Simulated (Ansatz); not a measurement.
# ZnS (F-43m) in Ansatz: further runs

The runs below take ZnS through band structure, single point, equation of state, with PBE.

Everything below comes from runs of Ansatz 0.2.0. Logs are shortened: lines on timing, memory, paths and dates and some standing lists are left out, and cuts for length are marked.

**What was measured.**

“Electronic, vibrational, and thermodynamic properties of ZnS (zincblende and rocksalt structure)”, 2009, arxiv:0911.5022 quotes, for a bulk crystal of ZnS: band gap 3.85 eV (direct) at 19 K; bulk modulus 76.9 GPa.

How close the calculation comes is told below.

## 1. Starting point

The structure is cubic, space group F-43m (No. 216). Conventional cell: a = 5.404 Å, b = 5.404 Å, c = 5.404 Å, α = 90.00°, β = 90.00°, γ = 90.00°. Zn (site symmetry -43m) is surrounded by 4 S at 2.34 Å. S (site symmetry -43m) has 4 Zn at 2.34 Å as nearest neighbours.

## 2. Band structure, PBE

input.yaml

```yaml
crystal:
  lattice:
    - [0.0, 2.702, 2.702]
    - [2.702, 0.0, 2.702]
    - [2.702, 2.702, 0.0]
  atoms:
    - { symbol: Zn, position: [0.75, 0.75, 0.75] }
    - { symbol: S, position: [0.0, 0.0, 0.0] }
hamiltonian:
  xc: pbe
  pseudopotentials: { kind: paw, core: small }
kpoints:
  mp_grid: { grid: [9, 9, 9] }
  band_path:
    path:
      - [[0.0, 0.0, 0.0], [0.5, 0.0, 0.5], [0.5, 0.25, 0.75], [0.375, 0.375, 0.75], [0.0, 0.0, 0.0], [0.5, 0.5, 0.5], [0.625, 0.25, 0.625], [0.5, 0.25, 0.75], [0.5, 0.5, 0.5], [0.375, 0.375, 0.75]]
      - [[0.625, 0.25, 0.625], [0.5, 0.0, 0.5]]
    npoints: 14
scf:
  occupations: { method: fermi_dirac, width: 0.05 }
  n_extra_bands: 6
output:
  forces: true
  stress: true
  eigenvalues: true
  fatbands: true
```

Potentials or basis: Ansatz PAW.

Run with:

```console
ansatz run input.yaml --threads 2 --pin off --max-ram 5120MiB --backend cpu --events-out ev --progress --plain --runs-dir out
```

What it wrote:

```text
Warning: of Zn the run reads no dataset of the core that `hamiltonian.pseudopotentials.core` asks for: this build lists none beside the file that it uses, or the input names that file
Warning: RAYON_NUM_THREADS=2 ignored (pool sized by the plan → 2); use --threads N
scf.n_extra_bands = 6 over 9 filled bands (N_el = 18.0): the run solves 15 bands
Engine: ansatz 0.2.0, x86_64-unknown-linux-gnu
Pseudopotentials: kind: paw
Pseudopotential: Zn, paw, valence charge 12, recommended cutoff 420 eV (normal), Zn.paw.azcp
Pseudopotential: S, paw, valence charge 6, recommended cutoff 420 eV (normal), S.paw.azcp
Functional definition: PBE
  parameter kappa = 0.804
  parameter beta = 0.06672455060314922
  exchange = pbe_x(kappa = kappa, mu = beta*pi^2/3)
  correlation = pbe_c(beta = beta)
Crystal: 2 atoms, lattice volume = 39.454 Å³
Basis set: ecut = 420 eV, 749 PW (Γ), exchange–correlation on 54×54×54 points (8 copies of the dense FFT grid, shifted against one another)
Bands: 15, of which v1, the nominal top of the filled ones, is band 9 counted from 1 (8 counted from 0)
Symmetry: 24 space group operations
Space group: F-43m (ITA 216), of the structure as read, at distance tolerance 3.4e-5 Å
k-points: 35 of 729 (time reversal used)
Non-local potential: Zn, projectors of the file, l = 0: 2, l = 1: 2, l = 2: 3, l = 3: 1
Non-local potential: S, projectors of the file, l = 0: 2, l = 1: 2, l = 2: 2
PAW form: soft (Blöchl's): semilocal exchange-correlation on the pseudo side does not see the compensation charge
PAW one-centre angular grid: Zn, 590 points (default); XC on 64 Gauss nodes
PAW one-centre angular grid: S, 110 points (default); XC on 64 Gauss nodes
Initial density: superposition of atomic densities (neutral atoms: chi_scale 0, normalization atom), corrected by the library's trained network
Initial wavefunctions: pseudopotential atomic-orbital guess
Functional: x = pbe(κ = 0.804, μ = 0.2195149727645171), c = pbe(β = 0.06672455060314922)
SCF iter   1: F=—  HF=-4222.729856 eV  |F-HF|=—  |Δ(HF+E_count)|=         —  Δρ=5.97e-4  dr2=1.82e-4  ethr=1.77e-3  ⟨swp⟩=5.3  Hψ=2941  notcnv=0
preconditioner: auto → none  [insulator: Δε(μ)=2.102 eV  Ē_g=13.924 eV  σ=0.050 eV  W_gap=1.00  n_scr=14 (ndim 8)  ℏωp=25.1 eV  f_vac=0.026  D(μ)=0.00/eV (n_scr^D=0)  ε∞_Penn≈4.2]
SCF iter   2: F=—  HF=-4222.730077 eV  |F-HF|=—  |Δ(HF+E_count)|=   2.21e-4  Δρ=5.96e-4  dr2=6.51e-5  ethr=1.01e-6  ⟨swp⟩=2.3  Hψ=1163  notcnv=0  defer=15
SCF iter   3: F=—  HF=-4222.730083 eV  |F-HF|=—  |Δ(HF+E_count)|=   6.29e-6  Δρ=1.54e-4  dr2=7.22e-6  ethr=3.62e-7  ⟨swp⟩=2.0  Hψ=723  notcnv=0  defer=15
SCF iter   4: F=—  HF=-4222.730093 eV  |F-HF|=—  |Δ(HF+E_count)|=   1.06e-5  Δρ=6.05e-5  dr2=6.07e-7  ethr=4.01e-8  ⟨swp⟩=2.0  Hψ=751  notcnv=0  defer=15
SCF iter   5: F=—  HF=-4222.730097 eV  |F-HF|=—  |Δ(HF+E_count)|=   3.51e-6  Δρ=3.19e-5  dr2=2.40e-7  ethr=3.37e-9  ⟨swp⟩=2.0  Hψ=786  notcnv=0  defer=15
SCF iter   6: F=-4222.730098 eV  HF=-4222.730098 eV  |F-HF|=1.25e-8  |Δ(HF+E_count)|=   5.94e-7  Δρ=3.50e-6  dr2=1.88e-9  ethr=5.56e-10  ⟨swp⟩=7.1  Hψ=2608  notcnv=0
SCF 1 converged in 6 iterations: F = -4222.730098 eV  dr2 = 1.88e-9
NSCF: frozen V_eff on 142 k-points
SCF converged after 6 iterations
Free energy (F): -4222.730098 eV
Harris-Foulkes:  -4222.730098 eV  (|F-HF|=1.25e-8)
Internal energy: -4222.730098 eV  (E = F + TS)
E sigma→0 (E₀):  -4222.730098 eV
Fermi energy:    6.881852 eV
--- Per-component energies (eV) ---
  E_band       = 5.104308
  E_kinetic    = 238.363500
  E_local      = -2040.909008  (includes V_loc(G=0)·N_el)
  E_nonlocal   = 642.720431
  E_hartree    = 853.402639
  E_xc         = -234.430181
  E_vxc        = -139.592010  (∫ρ·V_xc dr)
  E_paw        = -2428.497823  (= ΣΔE_a)
  E_vpaw       = -402.283966  (= ΣTr[D̂ρ^β])
  E_aug_tail   = -0.000361  (compensation charges beyond the density's cutoff)
  E_ewald      = -1253.379294
  E_smearing   = -0.000000  (= −TS)
  E_closure    = -0.000000  (closes the sum)
  Σ components = -4222.730098   (vs F -4222.730098, Δ=0.00e0)
--- Forces (eV/Å), atoms counted from 1 ---
  atom   1  Zn     0.00000000    -0.00000000     0.00000000
  atom   2  S     -0.00000000    -0.00000000     0.00000000
  max |Σ_I F_I| component: 5.55e-17 eV/Å
--- Stress (GPa, compression-positive) ---
        1.597806      -0.000000      -0.000000
        0.000000       1.597806       0.000000
       -0.000000       0.000000       1.597806
  P = ⅓ Tr σ = 1.5978 GPa (15.978 kbar)
--- Band table (eV; the first three rows and the last of 35) ---
  k-point 0: bands = ["-7.3563", "-0.5481", "-0.5481", "-0.5481", "-0.0477", "-0.0477", "5.7867", "5.7867", "5.7867", "7.8961", "12.1563", "12.1563", "12.1563", "17.4038", "17.4038"]
  k-point 1: bands = ["-7.2634", "-0.5479", "-0.5313", "-0.5313", "-0.0492", "-0.0492", "4.8556", "5.6682", "5.6682", "8.6013", "12.0637", "12.3614", "12.3614", "16.9217", "16.9217"]
  k-point 2: bands = ["-7.0125", "-0.5196", "-0.4916", "-0.4916", "-0.0481", "-0.0481", "3.3339", "5.3932", "5.3932", "9.2197", "12.4594", "12.7231", "12.7231", "16.5879", "16.5879"]
  k-point 34: bands = ["-6.1347", "-0.4182", "-0.2859", "-0.1236", "-0.0609", "0.3012", "1.2346", "2.8932", "3.4163", "11.3561", "11.6886", "13.2678", "14.7809", "17.5559", "19.3237"]
```

It took 2.8 s on 2 threads of Intel Xeon Platinum 8488C (Sapphire Rapids), shared host; peak memory 0.37 GiB.

What came out:

| Quantity | Value |
| --- | --- |
| Free energy | -4222.7301 eV |
| Pressure | 1.6 GPa |
| Band gap on the k mesh | 2.11 eV, direct |
| Band gap along the path | 2.11 eV, direct |

Levels at the corners of the path, in eV from the valence-band top:
```
point  band 5  band 6  band 7  band 8  band 9  band 10  band 11  band 12  band 13  band 14
    Γ   -5.83   -5.83    0.00    0.00    0.00     2.11     6.37     6.37     6.37    11.62
    X   -5.76   -5.62   -4.56   -2.22   -2.22     3.40     4.07    10.95    11.94    11.94
    W   -5.87   -5.43   -4.59   -2.75   -2.71     5.69     6.02     7.85     8.19    12.43
    K   -5.80   -5.49   -4.62   -3.11   -1.81     4.12     5.95     9.35     9.73    10.64
    Γ   -5.83   -5.83    0.00    0.00    0.00     2.11     6.37     6.37     6.37    11.62
    L   -5.80   -5.63   -5.29   -0.87   -0.87     3.30     6.90     6.90     8.86    12.15
    U   -5.80   -5.49   -4.62   -3.11   -1.81     4.12     5.95     9.35     9.73    10.64
    W   -5.87   -5.43   -4.59   -2.75   -2.71     5.69     6.02     7.85     8.19    12.43
    L   -5.80   -5.63   -5.29   -0.87   -0.87     3.30     6.90     6.90     8.86    12.15
    K   -5.80   -5.49   -4.62   -3.11   -1.81     4.12     5.95     9.35     9.73    10.64
    U   -5.80   -5.49   -4.62   -3.11   -1.81     4.12     5.95     9.35     9.73    10.64
    X   -5.76   -5.62   -4.56   -2.22   -2.22     3.40     4.07    10.95    11.94    11.94
```

## 3. Single point, PBE, 18.54 Å³/atom (volume scaled by 0.94)

input.yaml

```yaml
crystal:
  lattice:
    - [0.0, 2.6468416657, 2.6468416657]
    - [2.6468416657, 0.0, 2.6468416657]
    - [2.6468416657, 2.6468416657, 0.0]
  atoms:
    - { symbol: Zn, position: [0.75, 0.75, 0.75] }
    - { symbol: S, position: [0.0, 0.0, 0.0] }
hamiltonian:
  xc: pbe
  pseudopotentials: { kind: paw, source: jth }
kpoints:
  mp_grid: { grid: [9, 9, 9] }
scf:
  occupations: { method: fermi_dirac, width: 0.05 }
output:
  forces: true
  stress: true
  eigenvalues: true
```

Potentials or basis: JTH PAW.

Run with:

```console
ansatz run input.yaml --threads 2 --pin off --max-ram 5120MiB --backend cpu --events-out ev --progress --plain --runs-dir out
```

Run time: 3.2 s. Hardware: 2 threads of Intel Xeon Platinum 8488C (Sapphire Rapids), shared host; peak memory 0.5 GiB.

It converged, with:

```yaml
Free_energy: -4221.0351 eV
Pressure: 6.9 GPa
Band_gap_on_the_k_mesh: 2.37 eV, direct
```

Caveat: odd divisions of the mesh miss points on the zone boundary, where band edges often lie, so the gap on the mesh can be too wide.

## 4. Single point, PBE, 18.94 Å³/atom (volume scaled by 0.96)

Edit input.yaml of step 3 so:

```diff
@@ -2,5 +2,5 @@
   lattice:
-    - [0.0, 2.6468416657, 2.6468416657]
-    - [2.6468416657, 0.0, 2.6468416657]
-    - [2.6468416657, 2.6468416657, 0.0]
+    - [0.0, 2.6654820099, 2.6654820099]
+    - [2.6654820099, 0.0, 2.6654820099]
+    - [2.6654820099, 2.6654820099, 0.0]
   atoms:
```

Run with:

```console
ansatz run input.yaml --threads 2 --pin off --max-ram 5120MiB --backend cpu --events-out ev --progress --plain --runs-dir out
```

Wall time 3 s (2 threads of Intel Xeon Platinum 8488C (Sapphire Rapids), shared host); peak memory 0.51 GiB.

It converged, with:

```
Free energy            : -4221.0642 eV
Pressure               : 4.9 GPa
Band gap on the k mesh : 2.28 eV, direct
```

Caveat: odd divisions of the mesh miss points on the zone boundary, where band edges often lie, so the gap on the mesh can be too wide.

## 5. Single point, PBE, 19.33 Å³/atom (volume scaled by 0.98)

Edit input.yaml of step 4 so:

```diff
@@ -2,5 +2,5 @@
   lattice:
-    - [0.0, 2.6654820099, 2.6654820099]
-    - [2.6654820099, 0.0, 2.6654820099]
-    - [2.6654820099, 2.6654820099, 0.0]
+    - [0.0, 2.6838652254, 2.6838652254]
+    - [2.6838652254, 0.0, 2.6838652254]
+    - [2.6838652254, 2.6838652254, 0.0]
   atoms:
```

Run with:

```console
ansatz run input.yaml --threads 2 --pin off --max-ram 5120MiB --backend cpu --events-out ev --progress --plain --runs-dir out
```

Wall time 3.3 s (2 threads of Intel Xeon Platinum 8488C (Sapphire Rapids), shared host); peak memory 0.5 GiB.

Results (log left out):

- Free energy: -4221.0840 eV
- Pressure: 3.1 GPa
- Band gap on the k mesh: 2.19 eV, direct

Caveat: odd divisions of the mesh miss points on the zone boundary, where band edges often lie, so the gap on the mesh can be too wide.

## 6. Single point, PBE, 19.73 Å³/atom

Edit input.yaml of step 5 so:

```diff
@@ -2,5 +2,5 @@
   lattice:
-    - [0.0, 2.6838652254, 2.6838652254]
-    - [2.6838652254, 0.0, 2.6838652254]
-    - [2.6838652254, 2.6838652254, 0.0]
+    - [0.0, 2.702, 2.702]
+    - [2.702, 0.0, 2.702]
+    - [2.702, 2.702, 0.0]
   atoms:
```

Potentials or basis: JTH PAW.

Run with:

```console
ansatz run input.yaml --threads 2 --pin off --max-ram 5120MiB --backend cpu --events-out ev --progress --plain --runs-dir out
```

Run time: 3.6 s. Hardware: 2 threads of Intel Xeon Platinum 8488C (Sapphire Rapids), shared host; peak memory 0.51 GiB.

The run converged. Its results:

```
Free energy            : -4221.0954 eV
Pressure               : 1.5 GPa
Band gap on the k mesh : 2.10 eV, direct
```

Caveat: odd divisions of the mesh miss points on the zone boundary, where band edges often lie, so the gap on the mesh can be too wide.

## 7. Single point, PBE, 20.12 Å³/atom (volume scaled by 1.02)

Edit input.yaml of step 6 so:

```diff
@@ -2,5 +2,5 @@
   lattice:
-    - [0.0, 2.702, 2.702]
-    - [2.702, 0.0, 2.702]
-    - [2.702, 2.702, 0.0]
+    - [0.0, 2.7198945612, 2.7198945612]
+    - [2.7198945612, 0.0, 2.7198945612]
+    - [2.7198945612, 2.7198945612, 0.0]
   atoms:
@@ -19 +19,5 @@
   eigenvalues: true
+  write_density: true
+  write_potential: true
+  elf: true
+  volumetric_format: npy
```

Run with:

```console
ansatz run input.yaml --threads 2 --pin off --max-ram 5120MiB --backend cpu --events-out ev --progress --plain --runs-dir out
```

Run time: 4.5 s. Hardware: 2 threads of Intel Xeon Platinum 8488C (Sapphire Rapids), shared host; peak memory 0.54 GiB.

The run converged. Its results:

* Free energy: -4221.0993 eV
* Pressure: 0.1 GPa
* Band gap on the k mesh: 2.01 eV, direct

Caveat: odd divisions of the mesh miss points on the zone boundary, where band edges often lie, so the gap on the mesh can be too wide.

## 8. Single point, PBE, 20.52 Å³/atom (volume scaled by 1.04)

input.yaml

```yaml
crystal:
  lattice:
    - [0.0, 2.7375567091, 2.7375567091]
    - [2.7375567091, 0.0, 2.7375567091]
    - [2.7375567091, 2.7375567091, 0.0]
  atoms:
    - { symbol: Zn, position: [0.75, 0.75, 0.75] }
    - { symbol: S, position: [0.0, 0.0, 0.0] }
hamiltonian:
  xc: pbe
  pseudopotentials: { kind: paw, source: jth }
kpoints:
  mp_grid: { grid: [9, 9, 9] }
scf:
  occupations: { method: fermi_dirac, width: 0.05 }
output:
  forces: true
  stress: true
  eigenvalues: true
```

Run with:

```console
ansatz run input.yaml --threads 2 --pin off --max-ram 5120MiB --backend cpu --events-out ev --progress --plain --runs-dir out
```

Wall time 3.4 s (2 threads of Intel Xeon Platinum 8488C (Sapphire Rapids), shared host); peak memory 0.52 GiB.

Results (log left out):

```yaml
Free_energy: -4221.0964 eV
Pressure: -1.2 GPa
Band_gap_on_the_k_mesh: 1.93 eV, direct
```

Caveat: odd divisions of the mesh miss points on the zone boundary, where band edges often lie, so the gap on the mesh can be too wide.

## 9. Single point, PBE, 20.91 Å³/atom (volume scaled by 1.06)

Edit input.yaml of step 8 so:

```diff
@@ -2,5 +2,5 @@
   lattice:
-    - [0.0, 2.7375567091, 2.7375567091]
-    - [2.7375567091, 0.0, 2.7375567091]
-    - [2.7375567091, 2.7375567091, 0.0]
+    - [0.0, 2.7549938462, 2.7549938462]
+    - [2.7549938462, 0.0, 2.7549938462]
+    - [2.7549938462, 2.7549938462, 0.0]
   atoms:
```

Potentials or basis: JTH PAW.

Run with:

```console
ansatz run input.yaml --threads 2 --pin off --max-ram 5120MiB --backend cpu --events-out ev --progress --plain --runs-dir out
```

It took 3.3 s on 2 threads of Intel Xeon Platinum 8488C (Sapphire Rapids), shared host; peak memory 0.54 GiB.

The run converged. Its results:

```
Free energy            : -4221.0874 eV
Pressure               : -2.4 GPa
Band gap on the k mesh : 1.85 eV, direct
```

Caveat: odd divisions of the mesh miss points on the zone boundary, where band edges often lie, so the gap on the mesh can be too wide.

## 10. Equation of state, PBE

No new run: the results of the series are fitted here.

Results:

* Equilibrium volume: 20.14 Å³/atom
* Bulk modulus: 70 GPa
* Pressure derivative of the bulk modulus: 4.4

Energy against volume, from the lowest point:
| volume (Å³/atom) | energy (meV/atom) |
| --- | --- |
| 18.543 | 32.10 |
| 18.938 | 17.53 |
| 19.332 | 7.64 |
| 19.727 | 1.94 |
| 20.121 | 0.00 |
| 20.516 | 1.45 |
| 20.910 | 5.94 |

PBE usually gives volumes a little too large and moduli too small.

## 11. Band structure, PBE

input.yaml

```yaml
crystal:
  lattice:
    - [0.0, 2.702, 2.702]
    - [2.702, 0.0, 2.702]
    - [2.702, 2.702, 0.0]
  atoms:
    - { symbol: Zn, position: [0.75, 0.75, 0.75] }
    - { symbol: S, position: [0.0, 0.0, 0.0] }
hamiltonian:
  xc: pbe
  pseudopotentials: { kind: nc, source: spms }
kpoints:
  mp_grid: { grid: [9, 9, 9] }
  band_path:
    path:
      - [[0.0, 0.0, 0.0], [0.5, 0.0, 0.5], [0.5, 0.25, 0.75], [0.375, 0.375, 0.75], [0.0, 0.0, 0.0], [0.5, 0.5, 0.5], [0.625, 0.25, 0.625], [0.5, 0.25, 0.75], [0.5, 0.5, 0.5], [0.375, 0.375, 0.75]]
      - [[0.625, 0.25, 0.625], [0.5, 0.0, 0.5]]
    npoints: 14
scf:
  occupations: { method: fermi_dirac, width: 0.05 }
  n_extra_bands: 6
output:
  forces: true
  stress: true
  eigenvalues: true
  fatbands: false
```

Potentials or basis: SPMS NC.

Run with:

```console
ansatz run input.yaml --threads 2 --pin off --max-ram 5120MiB --backend cpu --events-out ev --progress --plain --runs-dir out
```

Wall time 5 s (2 threads of Intel Xeon Platinum 8488C (Sapphire Rapids), shared host); peak memory 0.42 GiB.

The run converged. Its results:

```yaml
Free_energy: -5668.3903 eV
Pressure: 1.8 GPa
Band_gap_on_the_k_mesh: 2.11 eV, direct
Band_gap_along_the_path: 2.11 eV, direct
```

Levels at the corners of the path, in eV from the valence-band top:
| point | band 10 | band 11 | band 12 | band 13 | band 14 | band 15 | band 16 | band 17 |
| --- | --- | --- | --- | --- | --- | --- | --- | --- |
| Γ | -5.83 | 0.00 | 0.00 | 0.00 | 2.11 | 6.38 | 6.38 | 6.38 |
| X | -5.62 | -4.55 | -2.21 | -2.21 | 3.41 | 4.07 | 10.96 | 11.94 |
| W | -5.44 | -4.58 | -2.74 | -2.71 | 5.70 | 6.03 | 7.86 | 8.20 |
| K | -5.49 | -4.61 | -3.10 | -1.80 | 4.13 | 5.96 | 9.36 | 9.74 |
| Γ | -5.83 | 0.00 | 0.00 | 0.00 | 2.11 | 6.38 | 6.38 | 6.38 |
| L | -5.63 | -5.28 | -0.86 | -0.86 | 3.31 | 6.91 | 6.91 | 8.87 |
| U | -5.49 | -4.61 | -3.10 | -1.80 | 4.13 | 5.96 | 9.36 | 9.74 |
| W | -5.44 | -4.58 | -2.74 | -2.71 | 5.70 | 6.03 | 7.86 | 8.20 |
| L | -5.63 | -5.28 | -0.86 | -0.86 | 3.31 | 6.91 | 6.91 | 8.87 |
| K | -5.49 | -4.61 | -3.10 | -1.80 | 4.13 | 5.96 | 9.36 | 9.74 |
| U | -5.49 | -4.61 | -3.10 | -1.80 | 4.13 | 5.96 | 9.36 | 9.74 |
| X | -5.62 | -4.55 | -2.21 | -2.21 | 3.41 | 4.07 | 10.96 | 11.94 |

## 12. The runs side by side

| task | potentials or basis | cutoff (eV) | points for each segment of the path | gap on the mesh (eV) | pressure (GPa) |
| --- | --- | --- | --- | --- | --- |
| band structure | Ansatz PAW | 420 | 14 | 2.11 | 1.6 |
| equation of state | JTH PAW | 1080 | - | - | - |
| band structure | SPMS NC | 816 | 14 | 2.11 | 1.8 |

Alike in all rows: level PBE; no spin polarisation; cell as given; k mesh 9 × 9 × 9; smearing fermi-dirac 0.05 eV.

Total energies depend on the potentials used, so only differences within one code and one set of settings carry meaning.

## 13. Comparison with measurements

Step 2. A measured gap of ZnS is 3.85 eV (direct; 19 K; quoted in “Electronic, vibrational, and thermodynamic properties of ZnS (zincblende and rocksalt structure)”, 2009, arxiv:0911.5022); the calculated 2.11 eV misses it by -1.74 eV. The value is that of PBE, without temperature or zero-point motion. Semilocal functionals fall short of measured gaps as a rule.

Step 10. A measured bulk modulus of ZnS is 76.9 GPa (quoted in “Electronic, vibrational, and thermodynamic properties of ZnS (zincblende and rocksalt structure)”, 2009, arxiv:0911.5022); the calculated 70 GPa misses it by -9.4 %. The fit is for a static lattice scaled at fixed shape and fixed fractional positions.

Step 11. A measured gap of ZnS is 3.85 eV (direct; 19 K; quoted in “Electronic, vibrational, and thermodynamic properties of ZnS (zincblende and rocksalt structure)”, 2009, arxiv:0911.5022); the calculated 2.11 eV misses it by -1.74 eV. The value is that of PBE, without temperature or zero-point motion. Semilocal functionals fall short of measured gaps as a rule.
